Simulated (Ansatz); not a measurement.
# Strain and field gradients in SnS2

Cell: a COD entry, its atoms then relaxed with PBE in this cell.

```yaml
crystal:
  lattice:
    - [3.60500, 0.00000, 0.00000]
    - [-1.80250, 3.12202, 0.00000]
    - [0.00000, 0.00000, 5.46000]
  atoms:
    - { symbol: Sn, position: [0.00000, 0.00000, 0.00000] }
    - { symbol: S, position: [0.66667, 0.33333, 0.72870] }
    - { symbol: S, position: [0.33333, 0.66667, 0.27130] }
```

Atom numbers follow the list; atoms alike are taken as one site, whose name carries the number of the first.

All values are calculated (Ansatz; DFT, PBE, plane waves and PAW, scalar-relativistic, 420 eV cutoff, Γ-centred 14×14×8 k-points, Fermi–Dirac smearing 0.02 eV), not measured.

The cell is stretched along z (the third Cartesian axis of the run's cell), x and y held, and the ions relax again each time.

| strain along z (%) | Sn: V along z (10²¹ V/m²) | S: V along z (10²¹ V/m²) |
| --- | --- | --- |
| -3 | 1.03 | -3.63 |
| -2 | 0.94 | -3.55 |
| -1 | 0.86 | -3.47 |
| 0 | 0.77 | -3.40 |
| +1 | 0.69 | -3.35 |
| +2 | ? | ? |
| +3 | 0.56 | -3.29 |

Question: Estimate the row at +2 % from the others.

Answer: Sn: 0.62; S: -3.31. Worked for Sn: a straight line through the other 6 rows has a slope of -0.079 × 10²¹ V/m² per per cent of strain and gives 0.62 at +2 %, against 0.62 from the run; over all rows the step per per cent runs from -0.088 at the compressed end to -0.063 at the stretched end. Worked for S: a straight line through the other 6 rows has a slope of 0.057 × 10²¹ V/m² per per cent of strain and gives -3.31 at +2 %, against -3.31 from the run; over all rows the step per per cent runs from 0.084 at the compressed end to 0.018 at the stretched end, so the response isn't a straight line.

At this cell the PBE pressure is 7 GPa, so with PBE the cell would grow if it were relaxed. Without spin–orbit coupling (the program notes it for Sn) the gradients can shift somewhat, as the gap is small.
